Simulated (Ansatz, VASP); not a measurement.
**Sb in VASP and in Ansatz**

```
Sb
1.0
     3.17050    0.00000    0.00000
     0.00000    3.17050    0.00000
     0.00000    0.00000    3.17050
Sb
1
Direct
  0.00000 0.00000 0.00000
```

Change from the starting cell: volume scaled by 1.01, PAW files.

Alike in both runs: task electric field gradients; functional PBEsol; k mesh 13 × 13 × 13; occupations fermi-dirac, width 0.05 eV; no spin polarisation.

```csv
,VASP,Ansatz
version,VASP 6.6.1,Ansatz 0.2.0
potentials or method,"VASP PAW PBE potentials, release 64 (Sb)","PAW with Ansatz's default frozen-core files, scalar-relativistic"
plane-wave cutoff (eV),520,420
valence electrons in the cell,5,15
```

```csv
,VASP,Ansatz,Ansatz less VASP
pressure (GPa),-5.3,-5.3,-0.03
Vzz of the field gradient on the site that differs most (V/Å²),0.0,0.0,0.00
```

The functional is the same, so the differences come from potentials, cutoffs and numerics. The two sets of potentials don't hold the same shells in valence. Ansatz warned: «gradients_without_spin_orbit».

Caveats: the PAW data sets were made with another functional, which shifts forces and pressure a little (VASP). Spin-orbit coupling is left out, which matters for the levels of Sb.
